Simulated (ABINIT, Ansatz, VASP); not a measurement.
ScAl3: equilibrium volume by level of theory

The structure is cubic, space group Pm-3m (No. 221). The conventional cell has a = 4.088 Å, b = 4.088 Å, c = 4.088 Å, α = 90.00°, β = 90.00°, γ = 90.00°. Sc (site symmetry m-3m) has 12 Al at 2.89 Å as nearest neighbours. Around Al (site symmetry 4/mmm) lie 4 Sc at 2.89 Å and 8 Al at 2.89 Å.

```tsv
rung	level	program and potentials	cutoff (eV)	k mesh	smearing	task	equilibrium volume (Å³/atom)	miss	notes
LDA	LDA	ABINIT, JTH PAW LDA v2.0	408	5 × 5 × 5	fermi-dirac 0.05	relaxation of cell and atoms	16.37	-5.2 %	-
GGA	PBE	Ansatz, Ansatz PAW	420	7 × 7 × 7	fermi-dirac 0.05	equation of state	17.29	+0.1 %	-
GGA + dispersion	PBE+D3(BJ)	Ansatz, Ansatz PAW	420	7 × 7 × 7	fermi-dirac 0.05	relaxation of cell and atoms	16.59	-3.9 %	-
GGA + dispersion	PBE+D3(zero damping)	VASP, PBE PAW files Al, Sc_sv, 600 eV	600	7 × 7 × 7	fermi-dirac 0.05	relaxation of cell and atoms	16.80	-2.7 %	-
GGA + dispersion	PBE+D4	Ansatz, Ansatz PAW	420	7 × 7 × 7	fermi-dirac 0.05	relaxation of cell and atoms	16.70	-3.3 %	-
GGA + dispersion	PBEsol+D3(BJ)	Ansatz, Ansatz PAW	420	7 × 7 × 7	fermi-dirac 0.05	relaxation of cell and atoms	16.23	-6.0 %	potentials made for PBE, which Ansatz adapts in part
GGA + dispersion	PBEsol+D4	Ansatz, Ansatz PAW	420	7 × 7 × 7	fermi-dirac 0.05	relaxation of cell and atoms	16.54	-4.2 %	potentials made for PBE, which Ansatz adapts in part
non-local van der Waals functional	PBE+rVV10	VASP, PBE PAW files Al, Sc_sv, 600 eV	600	7 × 7 × 7	fermi-dirac 0.05	relaxation of cell and atoms	17.19	-0.5 %	-
non-local van der Waals functional	rev-vdW-DF2	VASP, PBE PAW files Al, Sc_sv, 600 eV	600	7 × 7 × 7	fermi-dirac 0.05	relaxation of cell and atoms	17.12	-0.9 %	potentials made for PBE
non-local van der Waals functional	vdW-DF	VASP, PBE PAW files Al, Sc_sv, 600 eV	600	7 × 7 × 7	fermi-dirac 0.05	relaxation of cell and atoms	17.76	+2.8 %	potentials made for PBE
non-local van der Waals functional	vdW-DF-cx	VASP, PBE PAW files Al, Sc_sv, 600 eV	600	7 × 7 × 7	fermi-dirac 0.05	relaxation of cell and atoms	17.03	-1.4 %	potentials made for PBE
non-local van der Waals functional	vdW-DF2	VASP, PBE PAW files Al, Sc_sv, 600 eV	600	7 × 7 × 7	fermi-dirac 0.05	relaxation of cell and atoms	17.71	+2.5 %	potentials made for PBE
```

All rows: no spin polarisation. Smearing widths are in eV. For a metal such meshes aren't converged. Meshes differ between rows, which moves values too. Meshes are those of the run's cell of 4 atoms unless a note names another. Relaxations start from the cell shown or near it and stop with a little pressure left. The cell shown, of 17.08 Å³ an atom, is the runs' start and not the measured value. Misses use the values as printed. Runs on faulty files, with rough fits or with known faults for this quantity aren't shown. No row holds spin-orbit coupling.

By rung: LDA 16.37; GGA 17.29; GGA + dispersion 16.23 to 16.80; non-local van der Waals functional 17.03 to 17.76 (Å³/atom). Measured: 17.27 Å³/atom at 300 K (pmc:8067998, doi:10.3390/ma14081837). Closest is PBE (+0.1 %). The runs are for a static lattice, while measurements hold temperature and zero-point motion.
